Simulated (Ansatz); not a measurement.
# CoO: the cost of one run

Program: Ansatz 0.2.0. Level of theory: DFT RPBE + D4 with U = 3.3 eV on Co 3d, scalar-relativistic, plane waves, PAW. These are calculated values, not measurements.

2 further runs of the same task are left out: 1 that didn't finish, 1 set aside as unsound or not needed. Runs told in other sessions of the task aren't counted.

### Step 1. The system as given

Symmetry: Fm-3m, No. 225, cubic system. The conventional cell has a = 4.263 Å, b = 4.263 Å, c = 4.263 Å, α = 90.00°, β = 90.00°, γ = 90.00°. Co (site symmetry m-3m) has 6 O at 2.13 Å in its first shell of neighbours. O (site symmetry m-3m) is surrounded by 6 Co at 2.13 Å.

Coordinates:

```
CELL_PARAMETERS angstrom
0.00000 2.13150 2.13150
2.13150 0.00000 2.13150
2.13150 2.13150 0.00000
ATOMIC_POSITIONS crystal
Co 0.00000 0.00000 0.00000
O 0.50000 0.50000 0.50000
```

At PBE+U (U_eff = 3.3 eV on Co 3d), an earlier run found 8.17 GPa for this cell of 9.684 Å³/atom (10×10×10 mesh), gap on the mesh 1.24 eV, spin moments in the atoms' spheres Co 2.60; O 0.23 μB. The cell is compressed at this level.

### Step 2. At the given cell

input.yaml

```yaml
crystal:
  lattice:
    - [0.0, 2.1315016559, 2.1315016559]
    - [2.1315016559, 0.0, 2.1315016559]
    - [2.1315016559, 2.1315016559, 0.0]
  atoms:
    - { symbol: Co, position: [0.0, 0.0, 0.0], spin: 2.86 }
    - { symbol: O, position: [0.5, 0.5, 0.5] }
basis:
  ecutwfc: 420
  ecutrho_ratio: 4
kpoints:
  mp_grid: { grid: [10, 10, 10] }
hamiltonian:
  xc: rpbe
  dispersion: d4
  hubbard: { sites: [{ species: Co, l: d, u_eff: 3.3 }] }
scf:
  occupations: { method: gaussian, width: 0.05 }
  lower_state_search: "off"
output:
  forces: true
  stress: true
  eigenvalues: true
  populations: true
  hubbard: { sites: [{ species: Co, l: d }] }
magnetization:
  spin_polarized: true
checkpoint:
  read: start.run
  write: ck
  compress: false
  write_wavefunctions: false
  write_every: 100000
```

start.run holds the state of a PBE+U run on this cell.

The run is started by

```sh
> ansatz run input.yaml --threads 4 --pin off --max-ram 8192MiB --backend cpu --events-out ev --progress --plain --runs-dir out
```

**Question.** How long does this run take on 4 threads of Arm Neoverse V2, shared host, and how much memory does it need?

About 2.1 s, with a peak of 0.37 GiB.
